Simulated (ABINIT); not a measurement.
# SnSe (Pnma) in ABINIT: further runs

One crystal, SnSe, is run at these levels: PBE, LDA; tasks: band structure.

All numbers are computed with ABINIT 10.8.3 (patched build); they aren't measurements. Logs are shortened: lines on timing, memory, paths and dates and some standing lists are left out, and cuts for length are marked. The log counts tension as positive stress, the text compression.

**Measured values to compare with.**

“Linear dichroism of the optical properties of SnS and SnSe van der Waals crystals”, 2024, arxiv:2409.17412 reports, for a bulk crystal of SnSe at 20 K: band gap 0.99 eV (indirect).

How close the calculation comes is told below.

## Step 1: The structure

It takes space group Pnma (No. 62, orthorhombic). Conventional cell: a = 11.420 Å, b = 4.190 Å, c = 4.460 Å, α = 90.00°, β = 90.00°, γ = 90.00°. Sn (site symmetry m) is surrounded by 3 Se at 2.69 to 2.83 Å. Around Se (site symmetry m) lie 3 Sn at 2.69 to 2.83 Å.

## Step 2: Band structure, PBE

run.abi

```
# Datasets: ground state, then fixed potential
ndtset 2

# Pseudopotentials
pp_dirpath "./"
pseudos "Sn.GGA_PBE-JTH.xml, Se.GGA_PBE-JTH.xml"

# Structure
acell 21.5806723432 7.9179524622 8.4281785158
rprim
     1.0000000000     0.0000000000     0.0000000000
     0.0000000000     1.0000000000     0.0000000000
     0.0000000000     0.0000000000     1.0000000000
ntypat 2
znucl 50 34
natom 8
typat 1 1 1 1 2 2 2 2
xred
     0.8770000000     0.7500000000     0.9090000000
     0.6230000000     0.2500000000     0.4090000000
     0.3770000000     0.7500000000     0.5910000000
     0.1230000000     0.2500000000     0.0910000000
     0.6430000000     0.7500000000     0.9840000000
     0.8570000000     0.2500000000     0.4840000000
     0.1430000000     0.7500000000     0.5160000000
     0.3570000000     0.2500000000     0.0160000000
chkprim 0
chksymtnons 0
tolsym 1.0e-6

# Plane-wave basis
ecut 22.0
pawecutdg 44.0
pawxcdev 0

# Exchange and correlation
ixc 11

# Bands and occupations
occopt 3
tsmear 0.05 eV

# SCF cycle
nstep 100

# Output
iomode 3
prtwf 0
prteig 0
prtebands 0
enunit 1
prtden1 1
prtvha1 1
prtvclmb1 1
prtpot1 1

# Dataset 1
kptopt1 1
ngkpt1 3 5 5
nshiftk1 1
shiftk1 0.0 0.0 0.0
nband1 48
tolvrs1 1.0e-9

# Dataset 2: bands along G-X-S-Y-G-Z-U-R-T-Z
iscf2 -2
getden2 1
nband2 54
nbdbuf2 4
tolwfr2 1.0e-11
kptopt2 -9
ndivsm2 6
prteig2 1
prtvol2 -3
kptbounds2
     0.0000000000     0.0000000000     0.0000000000
     0.0000000000     0.5000000000     0.0000000000
     0.0000000000     0.5000000000     0.5000000000
     0.0000000000     0.0000000000     0.5000000000
     0.0000000000     0.0000000000     0.0000000000
     0.5000000000     0.0000000000     0.0000000000
     0.5000000000     0.5000000000     0.0000000000
     0.5000000000     0.5000000000     0.5000000000
     0.5000000000     0.0000000000     0.5000000000
     0.5000000000     0.0000000000     0.0000000000
```

Potentials or basis: JTH PAW PBE v2.0.

Started as:

```
abinit run.abi > log 2>&1
```

run.abo:

```text
.Version 10.8.3 of ABINIT
 DATASET    1 : space group Pn m a (# 62); Bravais oP (primitive ortho.)
================================================================================
 Values of the parameters that define the memory need for DATASET  1.
     intxc =       0    ionmov =       0      iscf =      17    lmnmax =      18
     lnmax =       6     mgfft =      96  mpssoang =       3    mqgrid =    6445
     natom =       8  nloc_mem =       2    nspden =       1   nspinor =       1
    nsppol =       1      nsym =       8    n1xccc =       1    ntypat =       2
    occopt =       3   xclevel =       2
       mpw =        7125          nfft =      124416          nkpt =          18
 PAW method is used; the additional fine FFT grid is defined by:
   mgfftf=       135    nfftf =    349920
================================================================================
================================================================================

 DATASET    2 : space group Pn m a (# 62); Bravais oP (primitive ortho.)
================================================================================
 Values of the parameters that define the memory need for DATASET  2.
     intxc =       0    ionmov =       0      iscf =      -2    lmnmax =      18
     lnmax =       6     mgfft =      96  mpssoang =       3    mqgrid =    6445
     natom =       8  nloc_mem =       2    nspden =       1   nspinor =       1
    nsppol =       1      nsym =       8    n1xccc =       1    ntypat =       2
    occopt =       3   xclevel =       2
       mpw =        7144          nfft =      124416          nkpt =         131
 PAW method is used; the additional fine FFT grid is defined by:
   mgfftf=       135    nfftf =    349920
================================================================================
================================================================================

--------------------------------------------------------------------------------
------------- Echo of variables that govern the present computation ------------
--------------------------------------------------------------------------------
 -outvars: echo values of preprocessed input variables --------
            acell      2.1580672343E+01  7.9179524622E+00  8.4281785158E+00 Bohr
              amu      1.18710000E+02  7.89600000E+01
          chkprim           0
      chksymtnons           0
             ecut      2.20000000E+01 Hartree
           enunit           1
           getden1          0
           getden2          1
             iscf1         17
             iscf2         -2
              ixc          11
           jdtset        1    2
           kptopt1          1
           kptopt2         -9
         kptrlatt        3    0    0      0    5    0      0    0    5
          kptrlen1     3.95897623E+01
          kptrlen2     3.00000000E+01
            natom           8
            nband1         48
            nband2         54
           nbdbuf1          0
           nbdbuf2          4
           ndtset           2
           ndivsm1          0
           ndivsm2          6
            ngfft          96      36      36
          ngfftdg         135      48      54
             nkpt1         18
             nkpt2        131
            nstep         100
             nsym           8
           ntypat           2
           occopt           3
        pawecutdg      4.40000000E+01 Hartree
         pawxcdev           0
        prtebands           0
           prteig1          0
           prteig2          1
           prtpot1          1
           prtpot2          0
         prtvclmb1          1
         prtvclmb2          0
           prtvha1          1
           prtvha2          0
[... 2557 lines left out ...]
  3.0949E-01  3.0949E-01  3.2795E-01  3.2795E-01  3.3078E-01  3.3078E-01

--- !ResultsGS
iteration_state: {dtset: 2, }
comment   : Summary of ground state results
lattice_vectors:
- [ 21.5806723,   0.0000000,   0.0000000, ]
- [  0.0000000,   7.9179525,   0.0000000, ]
- [  0.0000000,   0.0000000,   8.4281785, ]
lattice_lengths: [  21.58067,    7.91795,    8.42818, ]
lattice_angles: [ 90.000,  90.000,  90.000, ] # degrees, (23, 13, 12)
lattice_volume:   1.4401628E+03
convergence: {deltae:  0.000E+00, res2:  0.000E+00, residm:  9.999E-12, diffor:  0.000E+00, }
etotal    :  -3.17294727E+02
entropy   :   0.00000000E+00
fermie    :   1.37971465E-01
cartesian_stress_tensor: null
pressure_GPa: null
xred      :
- [  8.7700E-01,   7.5000E-01,   9.0900E-01, Sn]
- [  6.2300E-01,   2.5000E-01,   4.0900E-01, Sn]
- [  3.7700E-01,   7.5000E-01,   5.9100E-01, Sn]
- [  1.2300E-01,   2.5000E-01,   9.1000E-02, Sn]
- [  6.4300E-01,   7.5000E-01,   9.8400E-01, Se]
- [  8.5700E-01,   2.5000E-01,   4.8400E-01, Se]
- [  1.4300E-01,   7.5000E-01,   5.1600E-01, Se]
- [  3.5700E-01,   2.5000E-01,   1.6000E-02, Se]
cartesian_forces: null
force_length_stats: {min: null, max: null, mean: null, }
...

 Integrated electronic density in atomic spheres:
 ------------------------------------------------
 Atom  Sphere_radius  Integrated_density
    1        2.51086         11.81069342
    2        2.51086         11.80687932
    3        2.51086         11.80687932
    4        2.51086         11.81069342
    5        2.21132          3.93375611
    6        2.21132          3.93716507
    7        2.21132          3.93716507
    8        2.21132          3.93375611

================================================================================

 ----iterations are completed or convergence reached----

 Mean square residual over all n,k,spin=   61.035E-13; max=  99.987E-13
 reduced coordinates (array xred) for    8 atoms
       0.877000000000      0.750000000000      0.909000000000
       0.623000000000      0.250000000000      0.409000000000
       0.377000000000      0.750000000000      0.591000000000
       0.123000000000      0.250000000000      0.091000000000
       0.643000000000      0.750000000000      0.984000000000
       0.857000000000      0.250000000000      0.484000000000
       0.143000000000      0.750000000000      0.516000000000
       0.357000000000      0.250000000000      0.016000000000

 cartesian coordinates (angstrom) at end:
    1     10.01533999319327     3.14249999787525     4.05413999723475
    2      7.11465999516466     1.04749999929175     1.82413999875579
    3      4.30533999707396     3.14249999787525     2.63585999820213
    4      1.40465999904535     1.04749999929175     0.40585999972317
    5      7.34305999500943     3.14249999787525     4.38863999700659
    6      9.78693999334850     1.04749999929175     2.15863999852763
    7      1.63305999889012     3.14249999787525     2.30135999843028
    8      4.07693999722919     1.04749999929175     0.07135999995133
 length scales= 21.580672343200  7.917952462200  8.428178515800 bohr
              = 11.419999992239  4.189999997167  4.459999996958 angstroms
 Eigenvalues (   eV  ) for nkpt= 131  k points:
 kpt#   1, nband= 54, wtk=  1.00000, kpt=  0.0000  0.0000  0.0000 (reduced coord)
 -17.94564  -17.93814  -17.93378  -17.93300  -17.93236  -17.92775  -17.92754  -17.92208
 -17.91712  -17.91559  -17.91053  -17.90009  -17.89705  -17.89153  -17.88085  -17.87775
 -17.86915  -17.86708  -17.86338  -17.85277  -10.41621  -10.08731   -9.32688   -8.85608
  -3.82140   -2.76612   -1.98806   -1.71108   -1.58697   -0.06548    0.01161    0.06002
   0.49914    0.56267    1.17419    1.58135    1.85769    2.21835    2.63169    2.84736
   4.19974    6.37323    6.45419    6.48069    6.74927    6.79123    7.74038    7.93977
   8.02891    8.05246    8.68163    9.31637    9.38282    9.40959
 kpt#   2, nband= 54, wtk=  1.00000, kpt=  0.0000  0.0313  0.0000 (reduced coord)
 -17.94543  -17.93802  -17.93361  -17.93308  -17.93225  -17.92796  -17.92767  -17.92218
 -17.91713  -17.91543  -17.91044  -17.90048  -17.89670  -17.89155  -17.88075  -17.87778
 -17.86909  -17.86719  -17.86338  -17.85285  -10.41099  -10.08282   -9.32463   -8.85625
  -3.82923   -2.78181   -1.99501   -1.74034   -1.58601   -0.08456    0.04436    0.06704
   0.49729    0.56843    1.18625    1.58499    1.85641    2.23622    2.63249    2.84341
   4.20788    6.37836    6.47579    6.49744    6.59489    6.86045    7.72241    7.88132
   8.02097    8.05037    8.67067    9.26997    9.37397    9.37879
 kpt#   3, nband= 54, wtk=  1.00000, kpt=  0.0000  0.0625  0.0000 (reduced coord)
[... 1017 lines left out ...]
 -17.91589  -17.91588  -17.90588  -17.90584  -17.89445  -17.89443  -17.87866  -17.87864
 -17.86844  -17.86843  -17.85752  -17.85748  -10.27862  -10.27860   -9.06056   -9.06054
  -3.50417   -3.50413   -1.77889   -1.77888   -0.63347   -0.63347    0.20261    0.20263
   0.45323    0.45324    1.33311    1.33312    1.57767    1.57769    2.77287    2.77287
   6.04172    6.04175    6.25547    6.25550    7.07627    7.07631    7.26443    7.26443
   8.40360    8.40362    8.88753    8.88756    9.02804    9.02809
 kpt# 131, nband= 54, wtk=  1.00000, kpt=  0.5000  0.0000  0.0000 (reduced coord)
 -17.94138  -17.94135  -17.93418  -17.93415  -17.93150  -17.93147  -17.92370  -17.92368
 -17.91601  -17.91600  -17.90590  -17.90587  -17.89444  -17.89441  -17.87868  -17.87866
 -17.86840  -17.86839  -17.85752  -17.85748  -10.28319  -10.28317   -9.06035   -9.06033
  -3.48836   -3.48832   -1.74964   -1.74963   -0.64978   -0.64978    0.19549    0.19551
   0.44818    0.44819    1.30158    1.30158    1.57372    1.57374    2.77713    2.77713
   6.05335    6.05338    6.24234    6.24237    7.11253    7.11258    7.29531    7.29531
   8.42152    8.42155    8.92401    8.92404    9.00088    9.00093

== END DATASET(S) ==============================================================
================================================================================

 -outvars: echo values of variables after computation  --------
            acell      2.1580672343E+01  7.9179524622E+00  8.4281785158E+00 Bohr
           etotal1    -3.1729472740E+02
            fcart1     6.0965800326E-03 -1.2553305230E-29 -4.8127336691E-04
                      -6.0965800326E-03  1.2951822857E-29 -4.8127336691E-04
                       6.0965800326E-03 -1.2553305230E-29  4.8127336691E-04
                      -6.0965800326E-03  1.1357752351E-29  4.8127336691E-04
                      -4.8645955755E-03  4.8021373977E-29  6.3723982321E-04
                       4.8645955755E-03 -5.0810997361E-29  6.3723982321E-04
                      -4.8645955755E-03  5.1209514988E-29 -6.3723982321E-04
                       4.8645955755E-03 -4.7622856350E-29 -6.3723982321E-04
           strten1    -1.4025563444E-04 -5.5614979626E-05 -4.5196421370E-05
                       0.0000000000E+00  0.0000000000E+00  0.0000000000E+00
           xangst      1.0015339993E+01  3.1424999979E+00  4.0541399972E+00
                       7.1146599952E+00  1.0474999993E+00  1.8241399988E+00
                       4.3053399971E+00  3.1424999979E+00  2.6358599982E+00
                       1.4046599990E+00  1.0474999993E+00  4.0585999972E-01
                       7.3430599950E+00  3.1424999979E+00  4.3886399970E+00
                       9.7869399933E+00  1.0474999993E+00  2.1586399985E+00
                       1.6330599989E+00  3.1424999979E+00  2.3013599984E+00
                       4.0769399972E+00  1.0474999993E+00  7.1359999951E-02
             xred      8.7700000000E-01  7.5000000000E-01  9.0900000000E-01
                       6.2300000000E-01  2.5000000000E-01  4.0900000000E-01
                       3.7700000000E-01  7.5000000000E-01  5.9100000000E-01
                       1.2300000000E-01  2.5000000000E-01  9.1000000000E-02
                       6.4300000000E-01  7.5000000000E-01  9.8400000000E-01
                       8.5700000000E-01  2.5000000000E-01  4.8400000000E-01
                       1.4300000000E-01  7.5000000000E-01  5.1600000000E-01
                       3.5700000000E-01  2.5000000000E-01  1.6000000000E-02
 Calculation completed.
```

Run time: 27 min. Hardware: 1 thread of Arm Neoverse V2, shared host; peak memory 0.96 GiB.

Results:

* Free energy: -8634.0294 eV
* Pressure: 2.4 GPa
* Largest force: 0.314 eV/Å
* Band gap along the path: 0.55 eV, indirect (least direct gap 0.67 eV)
* Valence electrons inside the program's atomic spheres: Sn 11.81; Se 3.93, 3.94

Forces in eV/Å, atoms in the order of the input:
```
Sn   0.313  0.000 -0.025
Sn  -0.313  0.000 -0.025
Sn   0.313  0.000  0.025
Sn  -0.313  0.000  0.025
Se  -0.250  0.000  0.033
Se   0.250  0.000  0.033
Se  -0.250  0.000 -0.033
Se   0.250  0.000 -0.033
```

Stress tensor (GPa, compression positive):
```
4.13 0.00 0.00
0.00 1.64 0.00
0.00 0.00 1.33
```

Levels at the corners of the path, in eV from the valence-band top:
```csv
point,band 38,band 39,band 40,band 41,band 42,band 43
Γ,-1.20,-0.78,-0.57,0.78,2.96,3.04
X,-1.03,-0.75,-0.75,0.90,0.90,1.39
S,-2.25,-1.52,-1.52,2.86,2.86,3.11
Y,-0.78,-0.32,-0.32,1.25,1.25,1.58
Γ,-1.20,-0.78,-0.57,0.78,2.96,3.04
Z,-1.84,-0.64,-0.64,2.64,2.64,2.83
U,-1.02,-1.02,-1.02,1.39,1.39,1.39
R,-1.54,-1.54,-1.54,2.61,2.61,2.61
T,-0.55,-0.29,-0.29,1.24,1.24,1.59
Z,-1.84,-0.64,-0.64,2.64,2.64,2.83
```

Caveat: spin-orbit coupling is left out, which moves the levels of the heavy elements.

(Continued in part 2 of 2.)
